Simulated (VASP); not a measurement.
Cd:

```
CELL_PARAMETERS angstrom
0.00000 2.21815 2.21815
2.21815 0.00000 2.21815
2.21815 2.21815 0.00000
ATOMIC_POSITIONS crystal
Cd 0.00000 0.00000 0.00000
```

This isn't the form of Cd at room conditions, which is hcp.

* Program: VASP 6.6.1
* Task: relaxation of cell and atoms
* Functional: RPBE
* Potentials or basis: VASP PAW PBE potentials, release 64 (Cd)
* Cutoff: 600 eV
* k mesh: 10 × 10 × 10
* Occupations: methfessel-paxton, width 0.1 eV
* Spin: no spin polarisation

At the start: pressure 5.2 GPa; volume 21.83 Å³/atom.

How do energy, volume and symmetry change on relaxing?

Over 3 steps the energy falls by 36.5 meV/atom and the volume is 24.41 Å³/atom (+11.8 %); space group Fm-3m (No. 225, to 0.05 Å).

The path:
```csv
step,energy change (eV),largest force (eV/Å),pressure (GPa),volume (Å³)
1,0.0000,0.0000,5.18,21.83
2,-0.0362,0.0000,0.37,24.14
3,-0.0365,0.0000,0.00,24.41
```

Final structure:
```xyz
1
Lattice="0.0000 2.3025 2.3025 2.3025 0.0000 2.3025 2.3025 2.3025 0.0000" Properties=species:S:1:pos:R:3 pbc="T T T"
Cd    0.0000    0.0000    0.0000
```

Caveat: the PAW data sets were made with another functional, which shifts forces and pressure a little.
